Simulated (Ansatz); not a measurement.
Mg₂Ge, space group Fm-3m: an equation of state with a fit, run with Ansatz 0.2.0 through its Python package.

Script `mg2ge_eos.py`:
```python
import ansatz as az
from ase.eos import EquationOfState
from ase.units import GPa
import numpy as np

vectors0 = np.array([
    [0.0, 3.189, 3.189],
    [3.189, 0.0, 3.189],
    [3.189, 3.189, 0.0],
])
sites = [
    ("Mg", [0.25, 0.25, 0.25]),
    ("Mg", [0.75, 0.75, 0.75]),
    ("Ge", [0.0, 0.0, 0.0]),
]


def crystal_on(cell):
    crystal = az.Crystal(lattice=az.Lattice.of(cell))
    for symbol, position in sites:
        crystal = crystal.atom(symbol, position)
    return crystal


def main() -> None:
    volumes, energies, pressures = [], [], []
    for scale in np.linspace(0.94, 1.06, 7):
        cell = vectors0 * scale ** (1 / 3)
        setup = (
            crystal_on(cell).calculation()
            .functional("pbe")
            .basis(510)
            .occupations("Marzari-Vanderbilt", width=150 * az.meV)
            .scf(max_iterations=90)
            .kpoints(8, 8, 8)
            .stress()
        )
        report = setup.run().report
        volumes.append(abs(np.linalg.det(cell)) / len(sites))
        energies.append(report["free_energy_ev"] / len(sites))
        pressures.append(np.trace(report["stress_gpa"]) / 3)
        print(f"V = {volumes[-1]:8.4f} A^3/atom  F = {energies[-1]:.5f} eV/atom  P = {pressures[-1]:8.3f} GPa")

    eos = EquationOfState(volumes, energies, eos="murnaghan")
    v0, e0, bulk = eos.fit()
    print(f"V0 = {v0:.4f} A^3/atom, E0 = {e0:.5f} eV/atom, B = {bulk / GPa:.1f} GPa")


if __name__ == "__main__":
    main()
```

Its results, one of them left out:

| V (Å³/atom) | F less the lowest row shown (meV/atom) |
| --- | --- |
| 20.324 | 24.38 |
| 20.756 | 13.26 |
| 21.188 | ? |
| 21.621 | 1.40 |
| 22.053 | 0.00 |
| 22.486 | 1.24 |
| 22.918 | 4.87 |

What is the missing energy at 21.188 Å³ an atom?

A third-order Birch-Murnaghan fit, E = E0 + (9 V0 B0 / 16) [(t - 1)³ B' + (t - 1)² (6 - 4t)] with t = (V0/V)^(2/3), through the 6 rows shown gives V0 = 22.059 Å³, B0 = 49.8 GPa, B' = 4.14 and E0 = 0.00 meV. At V = 21.188 Å³, t = 1.02720, and the fit interpolates to 5.71 meV. The run gave 5.71 meV, a miss of 0.00 meV.

Notes:
- Cold and Methfessel-Paxton smearing aren't meant for a gap as narrow as their width.
- Of the deposited cell: the entry's cell lengths or inner coordinates differ somewhat from later room-temperature determinations.
- Pressure is positive in compression.
- The structure is a deposited one; some such entries were measured under pressure or heat, so a shift against it needn't be the functional's error alone.
- Finished in 25 s on 1 thread of Arm Neoverse V1 (shared host), peak memory 0.41 GiB.
